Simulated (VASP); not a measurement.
# ZnGe2N2 (P2_1/m) in VASP: further runs

Runs on ZnGe2N2. Level: PBE. Tasks: equation of state.

Program: VASP 6.6.1. These are calculated values, not measurements. Logs are shortened: lines on timing, memory, paths and dates and some standing lists are left out, and cuts for length are marked.

## Step 1: The structure

It takes space group P2_1/m (No. 11, monoclinic). Conventional cell: a = 5.452 Å, b = 3.112 Å, c = 7.991 Å, α = 90.00°, β = 90.30°, γ = 90.00°. Around Zn (site symmetry m) lie 2 N at 2.02 Å. Around Ge (site symmetry m) lie 3 N at 1.99 Å. Ge (site symmetry m) is surrounded by 3 N at 2.01 to 2.04 Å. Around N (site symmetry m) lie 3 Ge at 1.99 to 2.01 Å and 1 Zn at 2.02 Å. Around N (site symmetry m) lie 3 Ge at 1.99 to 2.04 Å and 1 Zn at 2.02 Å.

The cell was built by a generator and needn't be a form met in nature.

## Step 2: Equation of state, PBE, 13.56 Å³/atom

Input file INCAR:

```
SYSTEM = ZnGe2N2
  ALGO = Normal
  EDIFF = 1E-6
  EDIFFG = -0.02
  ENCUT = 520
  GGA = PE
  IBRION = 2
  ISIF = 4
  ISMEAR = 0
  KPAR = 8
  LASPH = .TRUE.
  LCHARG = .FALSE.
  LREAL = .FALSE.
  LWAVE = .FALSE.
  NELM = 100
  NSW = 30
  PREC = Accurate
  SIGMA = 0.1
```

Input file KPOINTS:

```
k-points
0
G
  6 10 4
  0 0 0
```

Input file POSCAR:

```
ZnGe2N2
1.0
    5.4524410000      0.0000000000      0.0000000000
    0.0000000000      3.1118200000      0.0000000000
   -0.0419090000      0.0000000000      7.9911130000
Zn Ge N
2 4 4
Direct
    0.1893860000      0.2500000000      0.0008600000
    0.8106140000      0.7500000000      0.9991400000
    0.4172790000      0.7500000000      0.3568130000
    0.9129940000      0.2500000000      0.3583830000
    0.5827210000      0.2500000000      0.6431870000
    0.0870060000      0.7500000000      0.6416170000
    0.2562910000      0.2500000000      0.7521500000
    0.7488430000      0.7500000000      0.7493050000
    0.2511570000      0.2500000000      0.2506950000
    0.7437090000      0.7500000000      0.2478500000
```

Potentials or basis: VASP PAW PBE potentials, release 64 (Zn, Ge_d, N).

Started as:

```
$ cat potpaw_PBE.64/Zn/POTCAR potpaw_PBE.64/Ge_d/POTCAR potpaw_PBE.64/N/POTCAR > POTCAR
$ mpirun -np 8 vasp_std > vasp.out
```

OUTCAR:

```text
SYSTEM = ZnGe2N2
   EDIFF = 1E-6
   EDIFFG = -0.02
   ENCUT = 520
   GGA = PE
   IBRION = 2
   ISIF = 4
   ISMEAR = 0
   LASPH = .TRUE.
   LREAL = .FALSE.
   NELM = 100
   NSW = 30
   PREC = Accurate

 ion  position               nearest neighbor table
   1  0.189  0.250  0.001-   7 2.02   9 2.02   2 2.59   2 2.59
   2  0.811  0.750  0.999-  10 2.02   8 2.02   1 2.59   1 2.59
   3  0.417  0.750  0.357-  10 1.99   9 1.99   9 1.99   5 2.91   5 2.91   6 2.91
   4  0.913  0.250  0.358-  10 2.01  10 2.01   9 2.04   6 2.90   6 2.90   5 2.91
   5  0.583  0.250  0.643-   7 1.99   8 1.99   8 1.99   3 2.91   3 2.91   4 2.91
   6  0.087  0.750  0.642-   7 2.01   7 2.01   8 2.04   4 2.90   4 2.90   3 2.91
   7  0.256  0.250  0.752-   5 1.99   6 2.01   6 2.01   1 2.02
   8  0.749  0.750  0.749-   5 1.99   5 1.99   2 2.02   6 2.04
   9  0.251  0.250  0.251-   3 1.99   3 1.99   1 2.02   4 2.04
  10  0.744  0.750  0.248-   3 1.99   4 2.01   4 2.01   2 2.02

  LATTYP: Found a simple monoclinic cell.
 ALAT       =     5.4524410000
 B/A-ratio  =     0.5707205268
 C/A-ratio  =     1.4656229924
 COS(beta)  =    -0.0052443788

  Lattice vectors:

 A1 = (   5.4524410000,   0.0000000000,   0.0000000000)
 A2 = (   0.0000000000,   3.1118200000,   0.0000000000)
 A3 = (  -0.0419090000,   0.0000000000,   7.9911130000)

Analysis of symmetry for initial positions (statically):
=====================================================================
 Subroutine PRICEL returns:
 Original cell was already a primitive cell.

 Routine SETGRP: Setting up the symmetry group for a
 simple monoclinic supercell.

 Subroutine GETGRP returns: Found  4 space group operations
 (whereof  2 operations were pure point group operations)
 out of a pool of  4 trial point group operations.

The static configuration has the point symmetry S_2 .
 The point group associated with its full space group is C_2h.

Analysis of symmetry for dynamics (positions and initial velocities):
=====================================================================
 Subroutine PRICEL returns:
 Original cell was already a primitive cell.

 Routine SETGRP: Setting up the symmetry group for a
 simple monoclinic supercell.

 Subroutine GETGRP returns: Found  4 space group operations
 (whereof  2 operations were pure point group operations)
 out of a pool of  4 trial point group operations.
[... 124 lines left out ...]
   ISIF   =      4    stress and relaxation
   ISYM   =      2    0-nonsym 1-usesym 2-fastsym
   POTIM  = 0.5000    time-step for ionic-motion
   TEBEG  =    0.0;   TEEND  =   0.0 temperature during run
   PSTRESS=    0.0 pullay stress
   NELECT =     100.0000    total number of electrons
   NUPDOWN=      -1.0000    fix difference up-down
   EMIN   =  10.00;   EMAX   =-10.00  energy-range for DOS
   EFERMI =   0.00;   METHOD = LEGACY
   ISMEAR =     0;   SIGMA  =   0.10  broadening in eV -4-tet -1-fermi 0-gaus
   EFERMI_NEDOS =   21; number of points for ismear=-14 and -15
   IALGO  =     38    algorithm
   IMIX   =      4    mixing-type and parameters
     AMIX     =   0.40;   BMIX     =  1.00
     AMIX_MAG =   1.60;   BMIX_MAG =  1.00
  volume/ion in A,a.u.               =      13.56        91.50
  Fermi-wavevector in a.u.,A,eV,Ry     =   1.479122  2.795135 29.766842  2.187801
  Thomas-Fermi vector in A             =   2.593318
   LORBIT       =      0    0 simple, 1 ext, 2 COOP (PROOUT), +10 PAW based schemes
   GGA     = PE    functional components
   LHFCALC =     F    Hartree Fock is set to
   AEXX    =    0.0000 exact exchange contribution
   IVDW    =     0    specifies the selected vdW correction
   LEPSILON=     F    determine dielectric tensor
   LRPA    =     F    only Hartree local field effects (RPA)
 conjugate gradient relaxation of ions
 non-spin polarized calculation
 Gauss-broadening in eV      SIGMA  =   0.10
  energy-cutoff  :      520.00
  volume of cell :      135.59
 maximum number of plane-waves:      3680
 NGX is ok and might be reduce to    42
   NGX = 21   NGY = 11   NGZ = 29

--------------------------------------- Ionic step        1  -------------------------------------------

 number of electron     100.0000011 magnetization

 Free energy of the ion-electron system (eV)
  ---------------------------------------------------
  ext. energy  EPLUGINS =         0.00000000
  ---------------------------------------------------
  free energy    TOTEN  =       -51.70241192 eV

  energy without entropy =      -51.69180606  energy(sigma->0) =      -51.69710899

------------------------ aborting loop because EDIFF is reached ----------------------------------------

  FORCE on cell =-STRESS in cart. coord.  units (eV):
  Direction    XX          YY          ZZ          XY          YZ          ZX
  --------------------------------------------------------------------------------------
  -------------------------------------------------------------------------------------
  Total       -0.1985266     -0.0996553      0.0957630      0.0000000      0.0000000      0.2294748
  in kB       -2.3459388     -1.1776016      1.1316065      0.0000000      0.0000000      2.7116456
  external PRESSURE =      -0.7973113 kB  Pullay stress =       0.0000000 kB
[... 163 lines left out ...]
--------------------------------------- Ionic step        5  -------------------------------------------

 number of electron     100.0000001 magnetization

 Free energy of the ion-electron system (eV)
  ---------------------------------------------------
  ext. energy  EPLUGINS =         0.00000000
  ---------------------------------------------------
  free energy    TOTEN  =       -51.70462838 eV

  energy without entropy =      -51.69423056  energy(sigma->0) =      -51.69942947

 E-fermi :   5.9274     XC(G=0): -11.2282

 val. band max:        5.9080490096   @ k =   0.1667   0.2000  -0.0000
 cond. band min:       5.9295708167   @ k =   0.3333   0.2000   0.2500
 fundamental gap:      0.0215218071
 Fermi energy:         5.9273963725

 k-point     1 :       0.0000    0.0000    0.0000
  band No.  band energies     occupation
      1     -19.3874      2.00000
      2     -19.3674      2.00000
      3     -19.3215      2.00000
      4     -19.3060      2.00000
      5     -19.3017      2.00000
      6     -19.3008      2.00000
[... 1501 lines left out ...]
     59      10.4357      0.00000
     60      10.4357      0.00000

 [... further k-points ...]

------------------------ aborting loop because EDIFF is reached ----------------------------------------

  FORCE on cell =-STRESS in cart. coord.  units (eV):
  Direction    XX          YY          ZZ          XY          YZ          ZX
  --------------------------------------------------------------------------------------
  -------------------------------------------------------------------------------------
  Total       -0.0102768     -0.0257620     -0.1600447      0.0000000      0.0000000      0.0229551
  in kB       -0.1214381     -0.3044226     -1.8912073      0.0000000      0.0000000      0.2712545
  external PRESSURE =      -0.7723560 kB  Pullay stress =       0.0000000 kB
[... 25 lines left out ...]
  FREE ENERGIE OF THE ION-ELECTRON SYSTEM (eV)
  ---------------------------------------------------
  free  energy   TOTEN  =       -51.7046283770 eV

  energy  without entropy=      -51.6942305564  energy(sigma->0) =      -51.69942947

 reached required accuracy - stopping structural energy minimisation
```

CONTCAR:

```text
ZnGe2N2
   1.00000000000000
     5.4468996754435457    0.0000000000000000    0.0186935752589337
     0.0000000000000000    3.1089993403578200    0.0000000000000000
    -0.0144359524092655    0.0000000000000000    8.0064504637846259
  Zn              Ge              N
     2     4     4
Direct
     0.1883994488445533    0.2500000000000000    0.0010465335670154
     0.8116005511554467    0.7500000000000000    0.9989534664329847
     0.4155240119224440    0.7500000000000000    0.3570633143358057
     0.9116845804034541    0.2500000000000000    0.3581465153332448
     0.5844759880775560    0.2500000000000000    0.6429366856641944
     0.0883154195965459    0.7500000000000000    0.6418534846667553
     0.2563532375608460    0.2500000000000000    0.7515518857483481
     0.7486335929739359    0.7500000000000000    0.7492385922217668
     0.2513664070260641    0.2500000000000000    0.2507614077782332
     0.7436467624391540    0.7500000000000000    0.2484481142516518

  0.00000000E+00  0.00000000E+00  0.00000000E+00
  0.00000000E+00  0.00000000E+00  0.00000000E+00
  0.00000000E+00  0.00000000E+00  0.00000000E+00
  0.00000000E+00  0.00000000E+00  0.00000000E+00
  0.00000000E+00  0.00000000E+00  0.00000000E+00
  0.00000000E+00  0.00000000E+00  0.00000000E+00
  0.00000000E+00  0.00000000E+00  0.00000000E+00
  0.00000000E+00  0.00000000E+00  0.00000000E+00
  0.00000000E+00  0.00000000E+00  0.00000000E+00
  0.00000000E+00  0.00000000E+00  0.00000000E+00
```

Wall time 2.7 min (8 MPI ranks of AMD EPYC 9R45 (Zen 5), shared host); peak memory 0.63 GiB.

Results:

* Free energy: -51.7046 eV
* Pressure: -0.1 GPa
* Largest force: 0.019 eV/Å
* Band gap on the k mesh: none (metal or under the smearing width)

## Step 3: Equation of state, PBE, 13.15 Å³/atom (volume scaled by 0.97)

INCAR is that of step 2.

KPOINTS is that of step 2.

POSCAR, as its differences from that of step 2:

```diff
@@ -2,5 +2,5 @@
 1.0
-    5.4524410000      0.0000000000      0.0000000000
-    0.0000000000      3.1118200000      0.0000000000
-   -0.0419090000      0.0000000000      7.9911130000
+    5.3973620727      0.0000000000      0.0000000000
+    0.0000000000      3.0803853256      0.0000000000
+   -0.0414856478      0.0000000000      7.9103891678
 Zn Ge N
```

Potentials or basis: VASP PAW PBE potentials, release 64 (Zn, Ge_d, N).

Started as:

```
$ cat potpaw_PBE.64/Zn/POTCAR potpaw_PBE.64/Ge_d/POTCAR potpaw_PBE.64/N/POTCAR > POTCAR
$ mpirun -np 8 vasp_std > vasp.out
```

It took 3.5 min on 8 MPI ranks of AMD EPYC 9R45 (Zen 5), shared host; peak memory 0.6 GiB.

The run converged. Its results:

* Free energy: -51.6635 eV
* Pressure: 3.2 GPa
* Largest force: 0.016 eV/Å
* Band gap on the k mesh: none (metal or under the smearing width)

## Step 4: Equation of state, PBE, 13.97 Å³/atom (volume scaled by 1.03)

INCAR is that of step 3.

KPOINTS is that of step 3.

POSCAR, as its differences from that of step 3:

```diff
@@ -2,5 +2,5 @@
 1.0
-    5.3973620727      0.0000000000      0.0000000000
-    0.0000000000      3.0803853256      0.0000000000
-   -0.0414856478      0.0000000000      7.9103891678
+    5.5064290755      0.0000000000      0.0000000000
+    0.0000000000      3.1426321029      0.0000000000
+   -0.0423239676      0.0000000000      8.0702380766
 Zn Ge N
```

Started as:

```
$ cat potpaw_PBE.64/Zn/POTCAR potpaw_PBE.64/Ge_d/POTCAR potpaw_PBE.64/N/POTCAR > POTCAR
$ mpirun -np 8 vasp_std > vasp.out
```

Wall time 3.6 min (8 MPI ranks of AMD EPYC 9R45 (Zen 5), shared host); peak memory 0.64 GiB.

Results (log left out):

| Property | Result |
| --- | --- |
| Free energy | -51.6697 eV |
| Pressure | -2.8 GPa |
| Largest force | 0.014 eV/Å |
| Band gap on the k mesh | none (metal or under the smearing width) |

## Step 5: Equation of state, PBE, 12.75 Å³/atom (volume scaled by 0.94)

INCAR is that of step 4.

KPOINTS is that of step 4.

POSCAR, as its differences from that of step 4:

```diff
@@ -2,5 +2,5 @@
 1.0
-    5.5064290755      0.0000000000      0.0000000000
-    0.0000000000      3.1426321029      0.0000000000
-   -0.0423239676      0.0000000000      8.0702380766
+    5.3411354622      0.0000000000      0.0000000000
+    0.0000000000      3.0482956448      0.0000000000
+   -0.0410534742      0.0000000000      7.8279832880
 Zn Ge N
```

Started as:

```
$ cat potpaw_PBE.64/Zn/POTCAR potpaw_PBE.64/Ge_d/POTCAR potpaw_PBE.64/N/POTCAR > POTCAR
$ mpirun -np 8 vasp_std > vasp.out
```

Wall time 4.2 min (8 MPI ranks of AMD EPYC 9R45 (Zen 5), shared host); peak memory 0.6 GiB.

It converged, with:

- Free energy: -51.5302 eV
- Pressure: 7.2 GPa
- Largest force: 0.014 eV/Å
- Band gap on the k mesh: none (metal or under the smearing width)

## Step 6: Equation of state, PBE, 14.37 Å³/atom (volume scaled by 1.06)

INCAR is that of step 5.

KPOINTS is that of step 5.

POSCAR, as its differences from that of step 5:

```diff
@@ -2,5 +2,5 @@
 1.0
-    5.3411354622      0.0000000000      0.0000000000
-    0.0000000000      3.0482956448      0.0000000000
-   -0.0410534742      0.0000000000      7.8279832880
+    5.5593787571      0.0000000000      0.0000000000
+    0.0000000000      3.1728515731      0.0000000000
+   -0.0427309538      0.0000000000      8.1478412802
 Zn Ge N
```

Potentials or basis: VASP PAW PBE potentials, release 64 (Zn, Ge_d, N).

Started as:

```
$ cat potpaw_PBE.64/Zn/POTCAR potpaw_PBE.64/Ge_d/POTCAR potpaw_PBE.64/N/POTCAR > POTCAR
$ mpirun -np 8 vasp_std > vasp.out
```

Wall time 3.5 min (8 MPI ranks of AMD EPYC 9R45 (Zen 5), shared host); peak memory 0.67 GiB.

The run converged. Its results:

* Free energy: -51.5718 eV
* Pressure: -5.0 GPa
* Largest force: 0.016 eV/Å
* Band gap on the k mesh: none (metal or under the smearing width)
